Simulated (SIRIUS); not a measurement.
# As (P-1) in SIRIUS: settings compared

The runs below take As through single point, with PBEsol, RPBE.

Program: SIRIUS 7.10.0. These are calculated values, not measurements. Logs are shortened: lines on timing, memory, paths and dates and some standing lists are left out, and cuts for length are marked. The log counts tension as positive stress, the text compression.

### 1 The crystal as given

The typed cell holds 1 atom: a = 2.999 Å, b = 2.598 Å, c = 2.582 Å, α = 78.73°, β = 76.84°, γ = 93.49°.

### 2 Single point, PBEsol

Contents of sirius.json:

```json
{
  "control": {
    "processing_unit": "cpu",
    "verbosity": 2,
    "num_bands_to_print": 14,
    "print_forces": true,
    "print_stress": true
  },
  "parameters": {
    "electronic_structure_method": "pseudopotential",
    "xc_functionals": ["XC_GGA_X_PBE_SOL", "XC_GGA_C_PBE_SOL"],
    "gk_cutoff": 9.2,
    "pw_cutoff": 18.4,
    "ngridk": [5, 5, 6],
    "shiftk": [0, 0, 0],
    "smearing": "fermi_dirac",
    "smearing_width": 0.0018374661,
    "num_bands": 14,
    "num_mag_dims": 0,
    "num_dft_iter": 100,
    "energy_tol": 1e-08,
    "density_tol": 1e-06
  },
  "iterative_solver": {
    "type": "davidson",
    "min_tolerance": 1e-09,
    "tolerance_scale": [0.1, 0.25]
  },
  "mixer": {
    "type": "anderson",
    "beta": 0.7,
    "max_history": 8
  },
  "settings": {
    "tol_ne": 1e-10,
    "pseudo_grid_cutoff": 6.5
  },
  "unit_cell": {
    "lattice_vectors": [
      [5.63040194969, -0.190137798694, 0.611838441507],
      [-0.190137798694, 4.881186919581, 0.494889641134],
      [0.611838441507, 0.494889641134, 4.816065218778]
    ],
    "atom_coordinate_units": "lattice",
    "atom_types": ["As"],
    "atom_files": {
      "As": "As.json"
    },
    "atoms": {
      "As": [
        [0.5, 0.5, 0.5]
      ]
    }
  }
}
```

Potentials or basis: PseudoDojo 0.4.1 PBE standard (scalar relativistic).

Started as:

```sh
> upf_to_json As.upf
> OMP_NUM_THREADS=1 sirius.scf --input=sirius.json --output=out.json --task=0
```

Output:

```text
[info] SIRIUS version : 7.10.0
[info] number of MPI ranks           : 1
[info] MPI grid                      : 1 1
[info] maximum number of OMP threads : 1
[fft] FFT context for density and potential
[fft] =====================================
[fft]   comm size                             : 1
[fft]   plane wave cutoff                     : 18.4
[fft]   grid size                             : 36 32 32   total : 36864
[fft]   grid limits                           : -17 18   -15 16   -15 16
[fft]   number of G-vectors within the cutoff : 6788
[fft]   local number of G-vectors             : 6788
[fft]   number of G-shells                    : 6788
[fft] FFT context for coarse grid
[fft] =====================================
[fft]   comm size                             : 1
[fft]   plane wave cutoff                     : 18.4
[fft]   grid size                             : 36 32 32   total : 36864
[fft]   grid limits                           : -17 18   -15 16   -15 16
[fft]   number of G-vectors within the cutoff : 6788
[fft]   local number of G-vectors             : 6788
[fft]   number of G-shells                    : 6788
[unit cell] lattice vectors
[unit cell]   a1 :       5.6304019497     -0.1901377987      0.6118384415
[unit cell]   a2 :      -0.1901377987      4.8811869196      0.4948896411
[unit cell]   a3 :       0.6118384415      0.4948896411      4.8160652188
[unit cell] reciprocal lattice vectors
[unit cell]   b1 :       1.1342675447      0.0594120658     -0.1502037182
[unit cell]   b2 :       0.0594120658      1.3038887988     -0.1415328934
[unit cell]   b3 :      -0.1502037182     -0.1415328934      1.3382561461
[unit cell] unit cell volume :       128.86464885 [a.u.^3]
[unit cell] 1/sqrt(omega)    :         0.08809132
[unit cell] MT volume        :         0.00000000 ( 0.00%)
[unit cell] IT volume        :       128.86464885 (100.00%)
[unit cell] number of atom types : 1
[unit cell] type id : 0 symbol : As mt_radius :  13.570000 num_atoms : 1
[unit cell] total number of atoms : 1
[unit cell] number of symmetry classes : 1
[unit cell] number of PAW atoms : 0
[unit cell] atom id  type id  class id             position                      vector_field
[unit cell] ------------------------------------------------------------------------------------------
[unit cell]      0        0        0      0.50000   0.50000   0.50000      0.00000   0.00000   0.00000
[unit cell] atom id         position (Cartesian, a.u.)
[unit cell] ---------------------------------------------
[unit cell]      0       3.026051    2.592969    2.961397
[unit cell] class id : 0 atom id : 0
[unit cell] minimum bond length:     4.879933
[unit cell] total number of pseudo wave-functions: 9
[sym] space group number   : 2
[sym] international symbol : P-1
[sym] Hall symbol          : -P 1
[sym] space group transformation matrix :
[sym]   0.0000  0.0000 -1.0000
[sym]  -0.0000  1.0000  0.0000
[sym]   1.0000 -0.0000 -0.0000
[sym] space group origin shift :
[sym]   0.0000  0.0000  0.0000
[sym] number of space group operations  : 2
[sym] number of magnetic group operations : 2
[sym] metric tensor error: 0.0000e+00
[sym] rotation matrix error: 4.1191e-17
[sym] symmetry operations
[... list of symmetry operations ...]
[atom type] label          : As
[atom type] --------------------------------------------------------------------------------
[atom type] symbol         : As
[atom type] name           :
[atom type] zn             : 15
[atom type] mass           : 0
[atom type] mt_radius      : 13.57
[atom type] num_mt_points  : 1358
[atom type] grid_origin    : 0
[... 169 lines left out ...]
[find] Total energy                   :    -105.81785504 (Ha),    -211.63571007 (Ry)
[find] Free energy (E-TS)             :    -105.81796460 (Ha),    -211.63592919 (Ry)
[find] band gap (eV)                  :       0.00000000
[find] Efermi                         :       0.46306164
[find] iteration : 3, RMS : 1.248494869457e-05, energy difference : -6.420400694651e-06
[find] Hartree energy of density residual : 1.205118232455e-09
[find] | SCF iteration   4 out of 100|
[diagonalize] iterative solver tolerance (occupied, empty): 1.24849e-06 1.24849e-06
[... 29 lines left out ...]
[find] Free energy (E-TS)             :    -105.81796581 (Ha),    -211.63593162 (Ry)
[find] band gap (eV)                  :       0.00000000
[find] Efermi                         :       0.46308062
[find] iteration : 7, RMS : 1.169258653791e-07, energy difference : -4.001591946690e-09
[find] Hartree energy of density residual : 1.205521534860e-13
[find] | SCF iteration   8 out of 100|
[diagonalize] iterative solver tolerance (occupied, empty): 4.87693e-09 4.87693e-09
[diagonalize] average number of iterations: 2.5
[find] Total energy                   :    -105.81785622 (Ha),    -211.63571244 (Ry)
[find] Free energy (E-TS)             :    -105.81796581 (Ha),    -211.63593162 (Ry)
[find] band gap (eV)                  :       0.00000000
[find] Efermi                         :       0.46308069
[find] iteration : 8, RMS : 5.961007021560e-08, energy difference : -1.180154640679e-09
[find] Hartree energy of density residual : 6.970716493100e-14
[find] bands are converged : true
[find] iterative solver converged : false
[find] +------------------------------+
[find] | SCF iteration   9 out of 100|
[find] +------------------------------+
[diagonalize] iterative solver tolerance (occupied, empty): 1.21923e-09 1.21923e-09
[diagonalize] average number of iterations: 2.86842
[diagonalize] Lowest band energies
[diagonalize] ik:    0   -0.865894   -0.862861   -0.860252   -0.860064   -0.859381   -0.107413    0.511911    0.671175    0.704531    0.724907    0.850596    0.944384    1.188283    1.207624
[diagonalize] ik:    1   -0.865892   -0.862567   -0.860237   -0.860111   -0.859384   -0.087497    0.367759    0.676587    0.722798    0.864857    0.888751    0.970233    1.105996    1.170084
[diagonalize] ik:    2   -0.865890   -0.862139   -0.860268   -0.860153   -0.859319   -0.042033    0.226310    0.685154    0.731717    0.869405    0.958898    1.075010    1.151503    1.204850
[diagonalize] ik:    3   -0.864938   -0.862234   -0.860536   -0.860442   -0.859448   -0.075272    0.458043    0.536844    0.719133    0.741340    0.956894    1.046125    1.128026    1.172879
[diagonalize] ik:    4   -0.864944   -0.861978   -0.860595   -0.860369   -0.859451   -0.051176    0.378562    0.459434    0.701358    0.937278    0.978888    1.068815    1.147442    1.188983
[diagonalize] ...
[diagonalize] ik:   71   -0.863555   -0.861789   -0.860712   -0.859463   -0.858509    0.154097    0.282619    0.383172    0.641074    0.651810    0.866805    0.984389    1.038805    1.083909
[diagonalize] ik:   72   -0.863545   -0.861909   -0.860630   -0.859329   -0.858466    0.161235    0.312514    0.403282    0.560724    0.642482    0.813620    0.822996    1.057219    1.238872
[diagonalize] ik:   73   -0.863540   -0.862160   -0.860617   -0.859013   -0.858303    0.197855    0.337232    0.407993    0.483322    0.662704    0.678491    0.762688    1.077132    1.343076
[diagonalize] ik:   74   -0.863543   -0.862174   -0.860595   -0.859014   -0.858307    0.213798    0.313912    0.407434    0.452929    0.673170    0.704145    0.881996    0.936211    1.319838
[diagonalize] ik:   75   -0.863547   -0.861934   -0.860595   -0.859328   -0.858471    0.178508    0.287938    0.384628    0.540583    0.681275    0.824561    0.937646    1.046094    1.119992
[find] Charges and magnetic moments
[find] --------------------------------------------------------------------------------
[find] total charge          : 15.000000
[find] Energy
[find] --------------------------------------------------------------------------------
[find] valence_eval_sum               :      -7.48107558
[find] <rho|V^{XC}>                   :     -15.97042129
[find] <rho|E^{XC}>                   :     -23.51748194
[find] <mag|B^{XC}>                   :       0.00000000
[find] <rho|V^{H}>                    :      55.36416105
[find] one-electron contribution      :     -46.87481534 (Ha),     -93.74963069 (Ry)
[find] hartree contribution           :      27.68208053
[find] xc contribution                :     -23.51748194
[find] ewald contribution             :     -63.10764057
[find] PAW contribution               :       0.00000000
[find] smearing (-TS)                 :      -0.00010959
[find] SCF correction                 :       0.00000111
[find] Total energy                   :    -105.81785622 (Ha),    -211.63571244 (Ry)
[find] Free energy (E-TS)             :    -105.81796581 (Ha),    -211.63593162 (Ry)
[find] band gap (eV)                  :       0.00000000
[find] Efermi                         :       0.46308065
[find] iteration : 9, RMS : 1.447047530966e-08, energy difference : -1.114131009672e-11
[find] Hartree energy of density residual : 6.890060453123e-15
[find] bands are converged : true
[find] iterative solver converged : true
[find] converged after 10 SCF iterations!
[find] Charges and magnetic moments
[find] --------------------------------------------------------------------------------
[find] total charge          : 15.000000
[find] Energy
[find] --------------------------------------------------------------------------------
[find] valence_eval_sum               :      -7.48107558
[find] <rho|V^{XC}>                   :     -15.97042129
[find] <rho|E^{XC}>                   :     -23.51748194
[find] <mag|B^{XC}>                   :       0.00000000
[find] <rho|V^{H}>                    :      55.36416105
[find] one-electron contribution      :     -46.87481534 (Ha),     -93.74963069 (Ry)
[find] hartree contribution           :      27.68208053
[find] xc contribution                :     -23.51748194
[find] ewald contribution             :     -63.10764057
[find] PAW contribution               :       0.00000000
[find] smearing (-TS)                 :      -0.00010959
[find] SCF correction                 :       0.00000111
[find] Total energy                   :    -105.81785622 (Ha),    -211.63571244 (Ry)
[find] Free energy (E-TS)             :    -105.81796581 (Ha),    -211.63593162 (Ry)
[find] band gap (eV)                  :       0.00000000
[find] Efermi                         :       0.46308065
[ground_state] === stress tensor components [kbar] ===
[ground_state] === stress_kin ===
[ground_state] -115949.414387   -8.981370   73.062678
[ground_state]    -8.981370-115745.823958  140.148467
[ground_state]    73.062678  140.148467-115773.587882
[ground_state] === stress_har ===
[ground_state] -12921.408592  944.462753-2426.800537
[ground_state]   944.462753-24672.659901-1636.986238
[ground_state] -2426.800537-1636.986238-25606.726129
[ground_state] === stress_ewald ===
[ground_state] 61341.837811 1522.790154-3970.657578
[ground_state]  1522.79015442078.878394-2901.828693
[ground_state] -3970.657578-2901.82869340659.965402
[ground_state] === stress_vloc ===
[ground_state] -30419.903208-2424.647462 6319.465711
[ground_state] -2424.647462  253.690737 4446.513727
[ground_state]  6319.465711 4446.513727 2626.062546
[ground_state] === stress_xc ===
[ground_state] -16908.522768    0.043488   -0.592395
[ground_state]     0.043488-16912.260701   -0.240744
[ground_state]    -0.592395   -0.240744-16912.693713
[ground_state] === stress_core ===
[ground_state] 29569.002989   -0.112594    0.088174
[ground_state]    -0.11259429568.441581   -0.239648
[ground_state]     0.088174   -0.23964829569.229275
[ground_state] === stress_nonloc ===
[ground_state] 85359.906563  -16.532749   19.098754
[ground_state]   -16.53274985357.137847   31.822753
[ground_state]    19.098754   31.82275385345.369695
[ground_state] === stress_us_nl ===
[ground_state] 85359.906563  -16.532749   19.098754
[ground_state]   -16.53274985357.137847   31.822753
[ground_state]    19.098754   31.82275385345.369695
[ground_state] === stress_total ===
[ground_state]    71.498408   17.022220   13.664808
[ground_state]    17.022220  -72.596002   79.189625
[ground_state]    13.664808   79.189625  -92.380807
[ground_state] ==== total Forces in Ha/bohr =====
[ground_state] atom:    0, force:       0.0000000      0.0000000      0.0000000
[... 8 lines left out ...]
[ground_state] ==== Ewald forces from ions =====
[ground_state] atom:    0, force:       0.0000000      0.0000000      0.0000000
[~DFT_ground_state] local op. applied: 25398
[~DFT_ground_state] evp. work count: 7243.96
[~DFT_ground_state] number of iterative solver steps: 2410
```

Run time: 21 s. Hardware: 1 thread of Arm Neoverse V2, shared host; peak memory 0.31 GiB.

Results:

| Property | Result |
| --- | --- |
| Free energy | -2879.4535 eV |
| Pressure | 3.1 GPa |
| Band gap on the k mesh | none (metal or under the smearing width) |

Stress tensor (GPa, compression positive):
```
-7.15 -1.70 -1.37
-1.70  7.26 -7.92
-1.37 -7.92  9.24
```

Caveat: the k mesh is coarse (spacing up to 0.50 Å⁻¹), so the values aren't converged; the potentials were made for another functional, which shifts forces and pressure.

(Part 1 of 2 ends here.)
